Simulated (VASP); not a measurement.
VASP 6.6.1 run: ZnSe

INCAR

```
NSW = 0
LASPH = .TRUE.
LREAL = .FALSE.
NBANDS = 16
LWAVE = .FALSE.
ENCUT = 520
PREC = Accurate
METAGGA = SCAN
NELECT = 18.02
NELM = 63
LCHARG = .FALSE.
IBRION = -1
SIGMA = 0.02
ISMEAR = -1
EDIFF = 1E-7
ISIF = 2
```

KPOINTS

```
KPOINTS created by Atomic Simulation Environment
0
Gamma
8 8 8
0 0 0
```

POSCAR

```
Zn Se
 1.0000000000000000
     0.0000000000000000    2.8324206844000002    2.7757722707000001
     2.8324206844000002    0.0000000000000000    2.7757722707000001
     2.8324206844000002    2.8324206844000002    0.0000000000000000
 Zn  Se
   1   1
Cartesian
  0.0000000000000000  0.0000000000000000  0.0000000000000000
  1.4162103421999999  1.4162103421999999  1.3878861353499998
```

The recommended PBE PAW datasets give the neutral cell 18 valence electrons.

Command

```
mpirun -np 1 vasp_std
```

OSZICAR

```
N       E                     dE             d eps       ncg     rms          rms(c)
DAV:   1     0.592950392053E+02    0.59295E+02   -0.91091E+03  1888   0.132E+03
DAV:   2    -0.320552442572E+02   -0.91350E+02   -0.85766E+02  2160   0.263E+02
DAV:   3    -0.377264955009E+02   -0.56713E+01   -0.56512E+01  2288   0.639E+01
DAV:   4    -0.377677812501E+02   -0.41286E-01   -0.41282E-01  2328   0.589E+00
DAV:   5    -0.377679446919E+02   -0.16344E-03   -0.16344E-03  2352   0.331E-01    0.504E+00
DAV:   6    -0.350322357630E+02    0.27357E+01   -0.11318E+00  2128   0.308E+01    0.458E+00
DAV:   7    -0.350345406330E+02   -0.23049E-02   -0.29522E-01  2176   0.875E+00    0.221E+00
DAV:   8    -0.350538606406E+02   -0.19320E-01   -0.32712E-02  2296   0.179E+00    0.606E-01
DAV:   9    -0.350554642606E+02   -0.16036E-02   -0.38980E-03  2408   0.137E+00    0.782E-02
DAV:  10    -0.350555457838E+02   -0.81523E-04   -0.10862E-03  2248   0.438E-01    0.446E-02
DAV:  11    -0.350555157676E+02    0.30016E-04   -0.25059E-04  2560   0.354E-01    0.315E-02
DAV:  12    -0.350555176593E+02   -0.18917E-05   -0.75696E-05  2320   0.209E-01    0.650E-03
DAV:  13    -0.350555229435E+02   -0.52842E-05   -0.66472E-06  2440   0.454E-02    0.356E-03
DAV:  14    -0.350555236827E+02   -0.73920E-06   -0.11760E-06  2064   0.944E-03    0.118E-03
DAV:  15    -0.350555234606E+02    0.22206E-06   -0.68768E-08  1248   0.295E-03    0.394E-04
DAV:  16    -0.350555234668E+02   -0.61318E-08   -0.13637E-08  1016   0.328E-03
   1 F= -.35055523E+02 E0= -.35055307E+02  d E =-.432997E-03
```

From OUTCAR

```
k-points           NKPTS =     59   k-points in BZ     NKDIM =     59   number of bands    NBANDS=     16

   NELECT =      18.0200    total number of electrons

   dimension x,y,z NGX =    30 NGY =   30 NGZ =   30
   dimension x,y,z NGXF=    60 NGYF=   60 NGZF=   60

  energy-cutoff  :      520.00
  volume of cell :       44.54
      direct lattice vectors                 reciprocal lattice vectors
     0.000000000  2.832420684  2.775772271    -0.176527450  0.176527450  0.180130051
     2.832420684  0.000000000  2.775772271     0.176527450 -0.176527450  0.180130051
     2.832420684  2.832420684  0.000000000     0.176527450  0.176527450 -0.180130051

 k-points in reciprocal lattice and weights: KPOINTS created by Atomic Simulation Env
   0.00000000  0.00000000  0.00000000       0.002
   0.12500000  0.00000000  0.00000000       0.016
   0.25000000  0.00000000  0.00000000       0.016
   0.37500000  0.00000000  0.00000000       0.016
   0.50000000  0.00000000  0.00000000       0.008
   0.12500000  0.12500000  0.00000000       0.004
   0.25000000  0.12500000  0.00000000       0.016
   0.37500000  0.12500000  0.00000000       0.016
   ...

 E-fermi :   4.2485

 k-point     1 :       0.0000    0.0000    0.0000
  band No.  band energies     occupation
      1     -12.4295      2.00000
      2      -5.3215      2.00000
      3      -5.3214      2.00000
      4      -5.3111      2.00000
      5      -4.8870      2.00000
      6      -4.8793      2.00000
      7       1.4375      2.00000
      8       1.4375      2.00000
      9       1.5105      2.00000
     10       3.3073      2.00000
     11       7.7154      0.00000
     12       7.7297      0.00000
     13       7.7299      0.00000
     14      12.0265      0.00000
     15      13.3698      0.00000
     16      13.7283      0.00000

 k-point     2 :       0.1250    0.0000    0.0000
  band No.  band energies     occupation
      1     -12.3215      2.00000
      2      -5.3121      2.00000
      3      -5.3043      2.00000
      4      -5.2951      2.00000
      5      -4.8880      2.00000
      6      -4.8813      2.00000
      7       0.1708      2.00000
      8       1.2709      2.00000
      9       1.3330      2.00000
     10       4.2473      1.02998
     11       7.6573      0.00000
     12       7.9912      0.00000
     13       8.0029      0.00000
     14      12.5915      0.00000
     15      12.7983      0.00000
     16      12.9702      0.00000

 k-point     3 :       0.2500    0.0000    0.0000
  band No.  band energies     occupation
      1     -12.0407      2.00000
      2      -5.2661      2.00000
      3      -5.2599      2.00000
      4      -5.2483      2.00000
      5      -4.8854      2.00000
      6      -4.8817      2.00000
      7      -1.6533      2.00000
      8       0.9143      2.00000
      9       1.0027      2.00000
     10       4.7106      0.00000
     11       8.3414      0.00000
     12       8.3730      0.00000
     13       8.5979      0.00000
     14      12.4448      0.00000
     15      12.4723      0.00000
     16      12.8128      0.00000

 ...

  Total        0.3893167      0.3893167      0.6566176      0.0000000      0.0000000      0.0000000
  in kB       14.0050392     14.0050392     23.6207541      0.0000000      0.0000000      0.0000000
  external PRESSURE =      17.2102775 kB  Pullay stress =       0.0000000 kB

 POSITION                                       TOTAL-FORCE (eV/Angst)
 -----------------------------------------------------------------------------------
      0.00000      0.00000      0.00000        -0.000000     -0.000000     -0.000000
      1.41621      1.41621      1.38789         0.000000      0.000000      0.000000
 -----------------------------------------------------------------------------------
    total drift:                               -0.000095     -0.000095      0.000132

  FREE ENERGIE OF THE ION-ELECTRON SYSTEM (eV)
  ---------------------------------------------------
  free  energy   TOTEN  =       -35.0555234668 eV

  energy  without entropy=      -35.0550904702  energy(sigma->0) =      -35.05530697
```

It converged. Results: pressure 1.7 GPa.

The cell is charged and sits in a uniform background.

For comparison, a separate PBE run of the intended cell, on usual settings and not on those above, gives a gap of 1.33 eV on its mesh and a pressure of 3.9 GPa.

The run above took about 2.4 min on one core of a shared host (Intel Xeon Platinum 8488C) and held 0.19 GiB at most.
